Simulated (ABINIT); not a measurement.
The system is GaN.

```
Ga N
1.0
     3.18000    0.00000    0.00000
    -1.59000    2.75396    0.00000
     0.00000    0.00000    5.16600
Ga N
2 2
Cartesian
  1.5900 0.9180 2.5830
  0.0000 1.8360 0.0000
  1.5900 0.9180 4.5203
  0.0000 1.8360 1.9373
```

```yaml
Program: ABINIT 10.8.3 (patched build)
Task: relaxation of cell and atoms
Functional: LDA
Potentials_or_basis: PseudoDojo NC SR LDA v0.4.1 standard
Cutoff: 1143 eV
k_mesh: 8 × 8 × 4
Occupations: fermi-dirac, width 0.05 eV
Spin: no spin polarisation
```

At the start: pressure -4.7 GPa; volume 11.31 Å³/atom.

Task: Where does the relaxation end?

Result: Over 9 steps the energy falls by 4.6 meV/atom and the volume is 11.04 Å³/atom (-2.4 %); space group P6_3mc (No. 186, to 0.05 Å).

Step by step:
```tsv
step	energy change (eV)	largest force (eV/Å)	pressure (GPa)	volume (Å³)
1	0.0000	0.1254	-4.73	45.24
2	-0.0149	0.0738	-2.01	44.59
3	-0.0182	0.0194	0.12	44.11
4	-0.0182	0.0152	0.02	44.14
5	-0.0183	0.0064	-0.03	44.15
6	-0.0183	0.0013	-0.03	44.15
7	-0.0183	0.0014	-0.01	44.14
8	-0.0183	0.0009	0.00	44.14
9	-0.0183	0.0002	0.00	44.14
```

Final structure:
```cif
data_structure
_symmetry_space_group_name_H-M 'P 1'
_symmetry_Int_Tables_number 1
_cell_length_a 3.1503
_cell_length_b 3.1503
_cell_length_c 5.1357
_cell_angle_alpha 90.000
_cell_angle_beta 90.000
_cell_angle_gamma 120.000
_cell_volume 44.14
loop_
_atom_site_label
_atom_site_type_symbol
_atom_site_fract_x
_atom_site_fract_y
_atom_site_fract_z
_atom_site_occupancy
Ga1 Ga 0.66667 0.33333 0.49929 1
Ga2 Ga 0.33333 0.66667 0.99929 1
N1 N 0.66667 0.33333 0.87571 1
N2 N 0.33333 0.66667 0.37571 1
```
